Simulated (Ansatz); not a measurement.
Write the native input for Ansatz 0.2.0 that does the following.

* Task: single point
* Functional: revPBE
* Potentials or basis: PseudoDojo standard (PBE files) with Ansatz NC
* Cutoff: 1240 eV (not typed: the program's choice for these potentials)
* k mesh: 10 × 10 × 6
* Occupations: fermi-dirac, width 0.1 eV
* Spin: no spin polarisation
* Hubbard terms: Ta d U = 4 eV
* Double counting: fll
* Hubbard projectors: ortho-atomic (the default)

Crystal: Ta2N.

```xyz
3
Lattice="3.1129 0.0000 0.0000 -1.5564 2.6958 0.0000 0.0000 0.0000 4.8698" Properties=species:S:1:pos:R:3 pbc="T T T"
Ta    0.0000    1.7972    1.2404
Ta    1.5564    0.8986    3.6294
N     0.0000    0.0000    0.0000
```

The cell comes from a database or a generator and needn't be the stable form of this composition.

One way to write it, as run:

input.yaml

```yaml
crystal:
  lattice: { a: 3.11286151, b: 3.11286151, c: 4.869841, alpha: 90.0, beta: 90.0, gamma: 120.0 }
  space_group: 164
  reduce_to_primitive: true
  atoms:
    - { symbol: Ta, wyckoff: "2d", position: [0.3333333333, 0.6666666667, 0.254711] }
    - { symbol: "N", wyckoff: "1a", position: [0.0, 0.0, 0.0] }
hamiltonian:
  xc: revpbe
  pseudopotentials: { kind: nc }
  hubbard: { sites: [{ species: Ta, l: d, u_eff: 4.0 }], double_counting: fll }
kpoints:
  mp_grid: { grid: [10, 10, 6] }
scf:
  occupations: { method: fermi_dirac, width: 0.1 }
output:
  forces: true
  stress: true
  eigenvalues: true
  write_density: true
  write_potential: true
  elf: true
  volumetric_format: npy
```

Potentials or basis: PseudoDojo standard (PBE files) with Ansatz NC.

Run with:

```bash
$ ansatz run input.yaml --threads 2 --pin off --max-ram 5120MiB --backend cpu --events-out ev --progress --plain --runs-dir out
```

Results of the run:

The pressure is 3.9 GPa and the largest force is 0.241 eV/Å. The band gap on the k mesh is none (metal or under the smearing width).

Caveat: the potentials were made for another functional, which shifts forces and pressure; U without spin polarisation on a metal has little footing.

It took 9.5 s on 2 threads of Arm Neoverse V1, on a shared host, peak memory 0.69 GiB.
